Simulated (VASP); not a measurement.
Runs of VASP 6.6.1 on GaP. Symmetry: F-43m, No. 216, cubic system. Conventional cell: a = 5.452 Å, b = 5.452 Å, c = 5.452 Å, α = 90.00°, β = 90.00°, γ = 90.00°. Ga (site symmetry -43m) is surrounded by 4 P at 2.36 Å. P (site symmetry -43m) is surrounded by 4 Ga at 2.36 Å. The cell is a database's computed one.

| task | level | potentials or basis | cell | k mesh | cutoff (eV) | mesh quality | gap on the mesh (eV) | pressure (GPa) | relaxed volume (Å³/atom) |
| --- | --- | --- | --- | --- | --- | --- | --- | --- | --- |
| relaxation of cell and atoms | LDA | VASP PAW LDA potentials, release 64 (Ga_d, P) | relaxed | 8 × 8 × 8 | 600 | not flagged | 1.43 | 0.0 | 19.61 |
| relaxation of cell and atoms | PBEsol | VASP PAW PBE potentials, release 64 (Ga_d, P) | relaxed | 8 × 8 × 8 | 600 | not flagged | 1.50 | 0.0 | 20.09 |
| relaxation of cell and atoms | PBEsol | VASP PAW PBE potentials, release 64 (Ga_d, P) | relaxed | 4 × 4 × 4 | 600 | coarse | 1.48 | 0.0 | 20.19 |
| single point | PBEsol | VASP PAW PBE potentials, release 64 (Ga_d, P) | as given | 8 × 8 × 8 | 520 | not flagged | 1.52 | -0.7 | - |
| relaxation of cell and atoms | PBE+D3(BJ) | VASP PAW PBE potentials, release 64 (Ga_d, P) | relaxed | 8 × 8 × 8 | 600 | not flagged | 1.64 | 0.0 | 20.17 |
| relaxation of cell and atoms | PBE | VASP PAW PBE potentials, release 64 (Ga_d, P) | relaxed | 8 × 8 × 8 | 600 | not flagged | 1.58 | 0.0 | (a) |
| relaxation of cell and atoms | RPBE | VASP PAW PBE potentials, release 64 (Ga_d, P) | relaxed | 8 × 8 × 8 | 600 | not flagged | 1.50 | 0.0 | (b) |
| relaxation of cell and atoms | PBEsol | VASP PAW PBE potentials, release 64 (Ga, P) | relaxed | 8 × 8 × 8 | 580 | not flagged | 1.55 | 0.0 | 20.50 |

Alike in all rows: no spin polarisation; smearing gaussian 0.02 eV.

Q: Fill in the values left out.

A: (a) 20.86; (b) 21.41.

Caveats: some runs use coarse meshes; the PAW data sets were made with another functional, which shifts forces and pressure a little (some runs).

A k mesh can miss the band edges, and the runs leave out spin-orbit coupling on Ga.

The runs don't all hold the same shells in valence.
